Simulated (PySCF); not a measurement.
Trends in electronic spectra. Method: PySCF, TDDFT B3LYP/def2-SVPD, vertical, gas phase, core orbitals frozen in the response. Geometries: PBE0-D3(BJ)/def2-SVP; one conformer of each isolated species. Triplets are in the Tamm–Dancoff approximation. 'Strongest' means the level of largest summed f among the lowest 10 singlets; it needn't be the same kind of state in each. Atoms past krypton carry core potentials; spin–orbit coupling is left out.

Question: Rank by computed lowest triplet energy, lowest first.
A. `[CH3][SbH2]`
B. `c1ccc(CCCCC(F)=O)cc1`
C. `C1[C@H]2C[C@@H]12`
D. `CCCOC(=O)CCC`
E. `C=C=CC`

Answer: B (4.11 eV), E (4.55 eV), A (4.70 eV), D (5.37 eV), C (6.58 eV).

```
            SMILES  T1 (eV)  first f ≥ 0.01 (nm)  f (S1)  f (strongest)  strongest (eV)    S1 mainly
O=C(F)CCCCc1ccccc1     4.11                  209   0.001           0.64            6.85  H→L+1 (51%)
            C=C=CC     4.55                  180   0.000           0.85            7.64    H→L (93%)
 [H][Sb]([H])[CH3]     4.70                  221   0.087           0.21            8.12    H→L (96%)
      CCCOC(=O)CCC     5.37                  171   0.001           0.10            7.57    H→L (93%)
 C1[C@H]2C[C@@H]12     6.58                  172   0.001           0.07            7.21    H→L (99%)
```

H and L stand for HOMO and LUMO.
